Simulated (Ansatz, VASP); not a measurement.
Given: the input of a run of VASP 6.6.1 on CdSe (Cadmoselite).

The input POSCAR:

```
CdSe
1.0
    4.3565854364      0.0000000000      0.0000000000
   -2.1782927182      3.7729136617      0.0000000000
    0.0000000000      0.0000000000      7.1123790148
Cd Se
2 2
Direct
    0.6666666667      0.3333333333      0.5000000000
    0.3333333333      0.6666666667      0.0000000000
    0.6666666667      0.3333333333      0.8850000000
    0.3333333333      0.6666666667      0.3850000000
```

The input INCAR.step1:

```
SYSTEM = CdSe
PREC = Accurate ; ENCUT = 520
ISMEAR = -1 ; SIGMA = 0.05
LREAL = .False. ; LASPH = .True.
NELM = 100 ; NBANDS = 26
GGA = PE ; ALGO = Normal
EDIFF = 1E-4 ; LWAVE = .True.
LCHARG = .False.
```

The input INCAR.step2:

```
SYSTEM = CdSe
PREC = Accurate ; ENCUT = 520
EDIFF = 1E-6 ; ISMEAR = -1
SIGMA = 0.05 ; LREAL = .False.
LASPH = .True. ; NELM = 100
ALGO = Normal ; ISIF = 2
LWAVE = .False. ; LCHARG = .False.
METAGGA = R2SCAN ; LMIXTAU = .True.
NBANDS = 26 ; ISTART = 1
```

Contents of KPOINTS:

```
Automatic mesh
0
Gamma
  7 7 4
  0 0 0
```

Potentials or basis: VASP PAW PBE potentials, release 64 (Cd, Se).

The run is started by

```bash
$ cat potpaw_PBE.64/Cd/POTCAR potpaw_PBE.64/Se/POTCAR > POTCAR
$ cp INCAR.step1 INCAR
$ mpirun -np 1 vasp_std > vasp.out
$ cp INCAR.step2 INCAR
$ mpirun -np 1 vasp_std > vasp.out
```

Question: Translate it to Ansatz 0.2.0. Potentials there: Ansatz PAW.

Answer: As run (the cutoff follows the program's own potentials):

input.yaml

```yaml
crystal:
  lattice:
    - [4.3565854364, 0.0, 0.0]
    - [-2.1782927182, 3.7729136617, 0.0]
    - [0.0, 0.0, 7.1123790148]
  atoms:
    - { symbol: Cd, position: [0.6666666667, 0.3333333333, 0.5] }
    - { symbol: Cd, position: [0.3333333333, 0.6666666667, 0.0] }
    - { symbol: Se, position: [0.6666666667, 0.3333333333, 0.885] }
    - { symbol: Se, position: [0.3333333333, 0.6666666667, 0.385] }
hamiltonian:
  xc: r2scan
  pseudopotentials: { kind: paw }
kpoints:
  mp_grid: { grid: [7, 7, 4] }
scf:
  occupations: { method: fermi_dirac, width: 0.05 }
output:
  forces: true
  stress: true
  eigenvalues: true
```

Potentials or basis: Ansatz PAW.

Launch:

```console
$ ansatz run input.yaml --threads 1 --pin off --max-ram 3584MiB --backend cpu --events-out ev --progress --plain --runs-dir out
```

Both were run:

|  | VASP | Ansatz | Ansatz less VASP |
| --- | --- | --- | --- |
| gap on the k mesh at the Fermi level (eV) | 1.09 | 1.11 | +0.012 |
| least direct gap on the mesh (eV) | 1.09 | 1.11 | +0.012 |
| pressure (GPa) | -0.3 | -0.5 | -0.23 |
| largest component of the traceless stress (GPa) | 1.09 | 1.06 | -0.034 |
| rms of the force components (eV/Å) | 0.142 | 0.138 | -0.0039 |

Atom by atom the forces differ by 0.004 eV/Å (rms over components). The two sets of potentials don't hold the same shells in valence.

Caveats: the PAW data sets were made with another functional, which shifts forces and pressure a little (VASP); odd divisions of the mesh miss points on the zone boundary, where band edges often lie, so the gap on the mesh can be too wide (Ansatz); the PAW data sets come from PBE, with cores solved anew for the run's functional, which leaves a small shift of forces and pressure (Ansatz). r2SCAN opens gaps a little over a GGA but as a rule still falls short of measured ones.
